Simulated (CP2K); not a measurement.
# BP (F-43m) in CP2K: notebook

One crystal, BP, is run at these levels: PBE; tasks: band structure.

All numbers are computed with CP2K 2026.2; they aren't measurements. Logs are shortened: lines on timing, memory, paths and dates and some standing lists are left out, and cuts for length are marked.

### Step 1. The structure

The structure is cubic, space group F-43m (No. 216). The conventional cell has a = 4.538 Å, b = 4.538 Å, c = 4.538 Å, α = 90.00°, β = 90.00°, γ = 90.00°. Around P (site symmetry -43m) lie 4 B at 1.97 Å. B (site symmetry -43m) is surrounded by 4 P at 1.97 Å.

### Step 2. Band structure, PBE

bp_bands.inp

```
&GLOBAL
  PROJECT bp_bands
  RUN_TYPE ENERGY_FORCE
  PRINT_LEVEL LOW
&END GLOBAL
&FORCE_EVAL
  METHOD QS
  STRESS_TENSOR ANALYTICAL
  &DFT
    BASIS_SET_FILE_NAME BASIS_MOLOPT
    POTENTIAL_FILE_NAME GTH_POTENTIALS
    &MGRID
      CUTOFF 450
      REL_CUTOFF 60
      NGRIDS 4
    &END MGRID
    &QS
      METHOD GPW
      EPS_DEFAULT 1.0E-9
    &END QS
    &KPOINTS
      SCHEME MONKHORST-PACK 10 10 10
      GAMMA_CENTERED T
      SYMMETRY T
      SYMMETRY_BACKEND SPGLIB
    &END KPOINTS
    &SCF
      SCF_GUESS ATOMIC
      EPS_SCF 1.0E-6
      MAX_SCF 100
      ADDED_MOS 4
      CHOLESKY OFF
      EPS_EIGVAL 1.0E-7
      &DIAGONALIZATION ON
        ALGORITHM STANDARD
      &END DIAGONALIZATION
      &MIXING ON
        METHOD BROYDEN_MIXING
        ALPHA 0.4
        BETA 1.5
        NBUFFER 8
      &END MIXING
      &SMEAR ON
        METHOD FERMI_DIRAC
        ELECTRONIC_TEMPERATURE 580.23
      &END SMEAR
    &END SCF
    &XC
      &XC_FUNCTIONAL
        &GGA_X_PBE
        &END GGA_X_PBE
        &GGA_C_PBE
        &END GGA_C_PBE
      &END XC_FUNCTIONAL
    &END XC
    &PRINT
      &KPOINTS ON
      &END KPOINTS
      &MULLIKEN ON
      &END MULLIKEN
      &MO ON
        ENERGIES T
        OCCUPATION_NUMBERS T
        &EACH
          QS_SCF 0
        &END EACH
        ADD_LAST NUMERIC
      &END MO
      &BAND_STRUCTURE
        FILE_NAME bands.bs
        ADDED_MOS 6
        &KPOINT_SET
          UNITS B_VECTOR
          NPOINTS 10
          SPECIAL_POINT GAMMA 0.00000000 0.00000000 0.00000000
          SPECIAL_POINT X 0.50000000 0.00000000 0.50000000
          SPECIAL_POINT W 0.50000000 0.25000000 0.75000000
          SPECIAL_POINT K 0.37500000 0.37500000 0.75000000
          SPECIAL_POINT GAMMA 0.00000000 0.00000000 0.00000000
          SPECIAL_POINT L 0.50000000 0.50000000 0.50000000
          SPECIAL_POINT U 0.62500000 0.25000000 0.62500000
          SPECIAL_POINT W 0.50000000 0.25000000 0.75000000
          SPECIAL_POINT L 0.50000000 0.50000000 0.50000000
          SPECIAL_POINT K 0.37500000 0.37500000 0.75000000
        &END KPOINT_SET
        &KPOINT_SET
          UNITS B_VECTOR
          NPOINTS 10
          SPECIAL_POINT U 0.62500000 0.25000000 0.62500000
          SPECIAL_POINT X 0.50000000 0.00000000 0.50000000
        &END KPOINT_SET
      &END BAND_STRUCTURE
    &END PRINT
  &END DFT
  &SUBSYS
    &CELL
      A 3.2088505730 0.0000000000 0.0000000000
      B 1.6044252865 2.7789461132 0.0000000000
      C 1.6044252865 0.9263153711 2.6200155216
      PERIODIC XYZ
    &END CELL
    &COORD
      P   4.8132758595 2.7789461132 1.9650116412
      B   0.0000000000 0.0000000000 0.0000000000
    &END COORD
    &KIND P
      BASIS_SET SZV-MOLOPT-SR-GTH-q5
      POTENTIAL GTH-PBE-q5
    &END KIND
    &KIND B
      BASIS_SET SZV-MOLOPT-SR-GTH-q3
      POTENTIAL GTH-PBE-q3
    &END KIND
    &PRINT
      &ATOMIC_COORDINATES ON
      &END ATOMIC_COORDINATES
      &CELL ON
      &END CELL
    &END PRINT
  &END SUBSYS
  &PRINT
    &FORCES ON
    &END FORCES
    &STRESS_TENSOR ON
    &END STRESS_TENSOR
  &END PRINT
&END FORCE_EVAL
```

Potentials or basis: GTH_POTENTIALS P GTH-PBE-q5, B GTH-PBE-q3; SZV-MOLOPT-SR-GTH basis.

On the command line:

```
OMP_NUM_THREADS=1 cp2k.psmp -i bp_bands.inp -o bp_bands.out
```

bp_bands.out:

```text

 CP2K| version string:                                       CP2K version 2026.2
 CP2K| Input file name                                              bp_bands.inp

 GLOBAL| Force Environment number                                              1
 GLOBAL| Basis set file name                                        BASIS_MOLOPT
 GLOBAL| Potential file name                                      GTH_POTENTIALS
 GLOBAL| MM Potential file name                                     MM_POTENTIAL
 GLOBAL| Coordinate file name                                      __STD_INPUT__
 GLOBAL| Method name                                                        CP2K
 GLOBAL| Project name                                                   bp_bands
 GLOBAL| Run type                                                   ENERGY_FORCE
 GLOBAL| FFT library                                                       FFTW3
[... 8 lines left out ...]
 GLOBAL| CPU model name                                                  UNKNOWN

 CELL| Volume [angstrom^3]:                                            23.363262
 CELL| Vector a [angstrom]:       3.209     0.000     0.000   |a| =     3.208851
 CELL| Vector b [angstrom]:       1.604     2.779     0.000   |b| =     3.208851
 CELL| Vector c [angstrom]:       1.604     0.926     2.620   |c| =     3.208851
 CELL| Angle (b,c), alpha [degree]:                                    60.000000
 CELL| Angle (a,c), beta  [degree]:                                    60.000000
 CELL| Angle (a,b), gamma [degree]:                                    60.000000
 CELL| Numerically orthorhombic:                                              NO
 CELL| Periodicity                                                           XYZ

 CELL_REF| Volume [angstrom^3]:                                        23.363262
 CELL_REF| Vector a [angstrom     3.209     0.000     0.000   |a| =     3.208851
 CELL_REF| Vector b [angstrom     1.604     2.779     0.000   |b| =     3.208851
 CELL_REF| Vector c [angstrom     1.604     0.926     2.620   |c| =     3.208851
 CELL_REF| Angle (b,c), alpha [degree]:                                60.000000
 CELL_REF| Angle (a,c), beta  [degree]:                                60.000000
 CELL_REF| Angle (a,b), gamma [degree]:                                60.000000
 CELL_REF| Numerically orthorhombic:                                          NO
 CELL_REF| Periodicity                                                       XYZ
[... 9 lines left out ...]
 TOTAL NUMBERS AND MAXIMUM NUMBERS

  Total number of            - Atomic kinds:                                   2
                             - Atoms:                                          2
                             - Shell sets:                                     2
                             - Shells:                                         4
                             - Primitive Cartesian functions:                  8
                             - Cartesian basis functions:                      8
                             - Spherical basis functions:                      8

  Maximum angular momentum of- Orbital basis functions:                        1
                             - Local part of the GTH pseudopotential:          2
                             - Non-local part of the GTH pseudopotential:      2

 MODULE QUICKSTEP: ATOMIC COORDINATES IN ANGSTROM

   Atom Kind Element         X             Y             Z       Z(eff)     Mass
      1    1 P    15      4.813276      2.778946      1.965012   5.0000  30.9738
      2    2 B     5      0.000000      0.000000      0.000000   3.0000  10.8110

 SCF PARAMETERS         Density guess:                                    ATOMIC
[... 9 lines left out ...]
                        --------------------------------------------------------
                        level_shift [a.u.]:                             0.000000
                        added MOs                                         4    0
                        --------------------------------------------------------
                        Mixing method:                            BROYDEN_MIXING
                                                charge density mixing in g-space
                        --------------------------------------------------------
                        Smear method:                                FERMI_DIRAC
                        Electronic temperature [K]:                        580.2
                        Electronic temperature [a.u.]:                  1.84E-03
                        Accuracy threshold:                             1.00E-10
                        --------------------------------------------------------
                        No outer SCF

[... 59 lines left out ...]
 Number of occupied orbitals:                                                  4
 Number of molecular orbitals:                                                 8

 Number of orbital functions:                                                  8
 Number of independent orbital functions:                                      8

 SCF WAVEFUNCTION OPTIMIZATION

  Step     Update method      Time    Convergence         Total energy    Change
  ------------------------------------------------------------------------------
     1 NoMix/Diag. 0.40E+00    0.5     1.27099468        -9.4446110897 -9.44E+00
     2 Broy./Diag. 0.40E+00    0.5     0.03059536        -9.4236739219  2.09E-02
     3 Broy./Diag. 0.40E+00    0.5     0.04816613        -9.3996086176  2.41E-02
     4 Broy./Diag. 0.40E+00    0.5     0.00187623        -9.3803919366  1.92E-02
     5 Broy./Diag. 0.40E+00    0.5     0.00066006        -9.3820705374 -1.68E-03
     6 Broy./Diag. 0.40E+00    0.5     0.00030817        -9.3949751129 -1.29E-02
     7 Broy./Diag. 0.40E+00    0.5     0.00003368        -9.3962241508 -1.25E-03
     8 Broy./Diag. 0.40E+00    0.5     0.00003680        -9.3974343024 -1.21E-03
     9 Broy./Diag. 0.40E+00    0.5     0.00000479        -9.3975022461 -6.79E-05
    10 Broy./Diag. 0.40E+00    0.5     0.00000302        -9.3975274051 -2.52E-05
    11 Broy./Diag. 0.40E+00    0.5     0.00000043        -9.3975225385  4.87E-06

  *** SCF run converged in    11 steps ***

  Electronic density on regular grids:         -7.9999999932        0.0000000068
  Core density on regular grids:                7.9999999876       -0.0000000124
  Total charge density on r-space grids:       -0.0000000056
  Total charge density g-space grids:          -0.0000000056

  Overlap energy of the core charge distribution:               0.00000001003499
  Self energy of the core charge distribution:                -22.46029897054840
  Core Hamiltonian energy:                                      5.86993419453079
  Hartree energy:                                              10.02305598225298
  Exchange-correlation energy:                                 -2.83021375477385
  Electronic entropic energy:                                  -0.00000000000001
  Fermi energy:                                                 0.42119374274028

  Total energy:                                                -9.39752253850351
  Total energy (extrapolated to T->0):                         -9.39752253850351

 MO| EIGENVALUES AND OCCUPATION NUMBERS FOR K POINT 1
 MO|
 MO|  Index      Eigenvalue [a.u.]        Eigenvalue [eV]             Occupation
 MO|      1              -0.183398              -4.990514               2.000000
 MO|      2              -0.007570              -0.205985               2.000000
 MO|      3               0.234817               6.389693               2.000000
 MO|      4               0.234817               6.389695               2.000000
 MO|      5               0.547448              14.896823               0.000000
 MO|      6               0.595210              16.196498               0.000000
 MO|      7               0.595211              16.196502               0.000000
 MO|      8               0.834656              22.712143               0.000000
 MO| Sum:                                                               8.000000
 MO| E(Fermi):            0.421194 a.u.         11.461265 eV
 MO| Band gap:            0.312631 a.u.          8.507128 eV
[... 181 lines left out ...]
 MO| EIGENVALUES AND OCCUPATION NUMBERS FOR K POINT 14
 MO|
 MO|  Index      Eigenvalue [a.u.]        Eigenvalue [eV]             Occupation
 MO|      1              -0.141165              -3.841298               2.000000
 MO|      2               0.025883               0.704318               2.000000
 MO|      3               0.121252               3.299448               2.000000
 MO|      4               0.136905               3.725382               2.000000
 MO|      5               0.537343              14.621836               0.000000
 MO|      6               0.639642              17.405547               0.000000
 MO|      7               0.753789              20.511634               0.000000
 MO|      8               0.770178              20.957608               0.000000
 MO| Sum:                                                               8.000000
 MO| E(Fermi):            0.421194 a.u.         11.461265 eV
 MO| Band gap:            0.400437 a.u.         10.896454 eV

 [... the levels of further k-points ...]

 !-----------------------------------------------------------------------------!
                     Mulliken Population Analysis

 #  Atom  Element  Kind  Atomic population                           Net charge
       1     P        1          4.862305                              0.137695
       2     B        2          3.137695                             -0.137695
 # Total charge                              8.000000                 -0.000000

 !-----------------------------------------------------------------------------!

 KPOINTS| Band Structure Calculation
 KPOINTS| Number of k-point sets                                               2
 KPOINTS| Number of added MOs/bands                                            6
 KPOINTS| Number of k-points in set    1                                      91
 KPOINTS| In units of b-vector [2pi/Bohr]
 KPOINTS| Special point     1       GAMMA     0.000000     0.000000     0.000000
 KPOINTS| Special point     2           X     0.500000     0.000000     0.500000
 KPOINTS| Special point     3           W     0.500000     0.250000     0.750000
 KPOINTS| Special point     4           K     0.375000     0.375000     0.750000
 KPOINTS| Special point     5       GAMMA     0.000000     0.000000     0.000000
 KPOINTS| Special point     6           L     0.500000     0.500000     0.500000
 KPOINTS| Special point     7           U     0.625000     0.250000     0.625000
 KPOINTS| Special point     8           W     0.500000     0.250000     0.750000
 KPOINTS| Special point     9           L     0.500000     0.500000     0.500000
 KPOINTS| Special point    10           K     0.375000     0.375000     0.750000
 KPOINTS| Number of k-points in set    2                                      11
 KPOINTS| In units of b-vector [2pi/Bohr]
 KPOINTS| Special point     1           U     0.625000     0.250000     0.625000
 KPOINTS| Special point     2           X     0.500000     0.000000     0.500000

 ENERGY| Total FORCE_EVAL ( QS ) energy [hartree]             -9.397521675522663

 FORCES| Atomic forces [hartree/bohr]
 FORCES|   Atom     x               y               z               |f|
 FORCES|      1 -2.17538748E-09 -1.23546394E-08 -8.93785561E-09   1.54030740E-08
 FORCES|      2  2.15746384E-09  1.23441278E-08  8.93035377E-09   1.53877666E-08
 FORCES| Sum    -1.79236439E-11 -1.05115532E-11 -7.50184256E-12
 FORCES| Total atomic force                                       2.20913423E-11

 STRESS| Analytical stress tensor [bar]
 STRESS|                        x                   y                   z
 STRESS|      x        1.54094170614E+05   1.23839413685E-02  -1.49195212361E-03
 STRESS|      y        1.23839413685E-02   1.54095142300E+05   2.80198360502E-02
 STRESS|      z       -1.49195212361E-03   2.80198360502E-02   1.54095112788E+05
 STRESS| 1/3 Trace                                             1.54094808567E+05
 STRESS| Determinant                                           3.65901359350E+15

 STRESS| Eigenvectors and eigenvalues of the analytical stress tensor [bar]
 STRESS|                        1                   2                   3
 STRESS| Eigenvalues   1.54094170452E+05   1.54095095940E+05   1.54095159309E+05
 STRESS|      x           0.999916171199     -0.008282171606      0.009952698496
 STRESS|      y          -0.012798226412     -0.515622872082      0.856720058821
 STRESS|      z           0.001963663562      0.856775617895      0.515685645142
```

Run time: 6.2 s. Hardware: 1 thread of Arm Neoverse V2, shared host; peak memory 0.19 GiB.

What came out:

* Free energy: -255.7196 eV
* Pressure: 15.4 GPa
* Band gap on the k mesh: 4.22 eV, indirect (least direct gap 4.58 eV)
* Band gap along the path: 4.20 eV, indirect (least direct gap 4.58 eV)
* Mulliken charges: P +0.14; B -0.14 e

Levels at the corners of the path, in eV from the valence-band top:
| point | band 1 | band 2 | band 3 | band 4 | band 5 | band 6 | band 7 | band 8 |
| --- | --- | --- | --- | --- | --- | --- | --- | --- |
| Γ | -16.11 | 0.00 | 0.00 | 0.00 | 4.58 | 4.58 | 4.58 | 8.72 |
| X | -11.30 | -9.26 | -4.83 | -4.83 | 6.26 | 6.41 | 13.11 | 13.11 |
| W | -11.03 | -8.68 | -6.39 | -6.03 | 9.29 | 10.66 | 11.01 | 12.26 |
| K | -11.30 | -8.81 | -6.91 | -4.14 | 6.72 | 10.17 | 11.59 | 13.19 |
| Γ | -16.11 | 0.00 | 0.00 | 0.00 | 4.58 | 4.58 | 4.58 | 8.72 |
| L | -12.80 | -9.75 | -2.25 | -2.25 | 6.42 | 7.91 | 7.91 | 14.77 |
| U | -11.30 | -8.81 | -6.91 | -4.14 | 6.72 | 10.17 | 11.59 | 13.19 |
| W | -11.03 | -8.68 | -6.39 | -6.03 | 9.29 | 10.66 | 11.01 | 12.26 |
| L | -12.80 | -9.75 | -2.25 | -2.25 | 6.42 | 7.91 | 7.91 | 14.77 |
| K | -11.30 | -8.81 | -6.91 | -4.14 | 6.72 | 10.17 | 11.59 | 13.19 |
| U | -11.30 | -8.81 | -6.91 | -4.14 | 6.72 | 10.17 | 11.59 | 13.19 |
| X | -11.30 | -9.26 | -4.83 | -4.83 | 6.26 | 6.41 | 13.11 | 13.11 |

Caveat: a minimal basis gives rough bond lengths, pressures and levels; Mulliken charges move with the basis; the basis of atomic orbitals isn't converged, which shifts pressures, moduli and gaps. A hybrid or GW would open this gap; PBE tends to underestimate it.

### Step 3. Band structure, PBE

Edit bp_bands.inp of step 2 so:

```diff
@@ -30,3 +30,3 @@
       MAX_SCF 100
-      ADDED_MOS 4
+      ADDED_MOS 10
       CHOLESKY OFF
@@ -106,3 +106,3 @@
     &KIND P
-      BASIS_SET SZV-MOLOPT-SR-GTH-q5
+      BASIS_SET DZVP-MOLOPT-SR-GTH-q5
       POTENTIAL GTH-PBE-q5
@@ -110,3 +110,3 @@
     &KIND B
-      BASIS_SET SZV-MOLOPT-SR-GTH-q3
+      BASIS_SET DZVP-MOLOPT-SR-GTH-q3
       POTENTIAL GTH-PBE-q3
```

Potentials or basis: GTH_POTENTIALS P GTH-PBE-q5, B GTH-PBE-q3; DZVP-MOLOPT-SR-GTH basis.

On the command line:

```
OMP_NUM_THREADS=1 cp2k.psmp -i bp_bands.inp -o bp_bands.out
```

It took 16 s on 1 thread of Arm Neoverse V2, shared host; peak memory 0.21 GiB.

Results (log left out):

- Free energy: -257.2871 eV
- Pressure: 1.2 GPa
- Band gap on the k mesh: 1.31 eV, indirect (least direct gap 3.44 eV)
- Band gap along the path: 1.31 eV, indirect (least direct gap 3.44 eV)
- Mulliken charges: P +0.24; B -0.24 e

Levels at the corners of the path, in eV from the valence-band top:
| point | band 1 | band 2 | band 3 | band 4 | band 5 | band 6 | band 7 | band 8 | band 9 |
| --- | --- | --- | --- | --- | --- | --- | --- | --- | --- |
| Γ | -15.42 | 0.00 | 0.00 | 0.00 | 3.44 | 3.44 | 3.44 | 7.60 | 12.95 |
| X | -10.60 | -8.56 | -4.09 | -4.09 | 1.45 | 1.71 | 12.21 | 12.21 | 16.26 |
| W | -10.32 | -8.03 | -5.65 | -5.45 | 5.51 | 6.98 | 7.36 | 7.70 | 13.13 |
| K | -10.60 | -8.14 | -6.20 | -3.48 | 2.23 | 6.24 | 9.89 | 10.81 | 12.06 |
| Γ | -15.42 | 0.00 | 0.00 | 0.00 | 3.44 | 3.44 | 3.44 | 7.60 | 12.95 |
| L | -12.12 | -9.01 | -1.74 | -1.74 | 3.82 | 4.81 | 4.81 | 12.50 | 15.76 |
| U | -10.60 | -8.14 | -6.20 | -3.48 | 2.23 | 6.24 | 9.89 | 10.81 | 12.06 |
| W | -10.32 | -8.03 | -5.65 | -5.45 | 5.51 | 6.98 | 7.36 | 7.70 | 13.13 |
| L | -12.12 | -9.01 | -1.74 | -1.74 | 3.82 | 4.81 | 4.81 | 12.50 | 15.76 |
| K | -10.60 | -8.14 | -6.20 | -3.48 | 2.23 | 6.24 | 9.89 | 10.81 | 12.06 |
| U | -10.60 | -8.14 | -6.20 | -3.48 | 2.23 | 6.24 | 9.89 | 10.81 | 12.06 |
| X | -10.60 | -8.56 | -4.09 | -4.09 | 1.45 | 1.71 | 12.21 | 12.21 | 16.26 |

Caveat: Mulliken charges move with the basis; the basis of atomic orbitals isn't converged, which shifts pressures, moduli and gaps.

(Continued in part 2 of 2.)
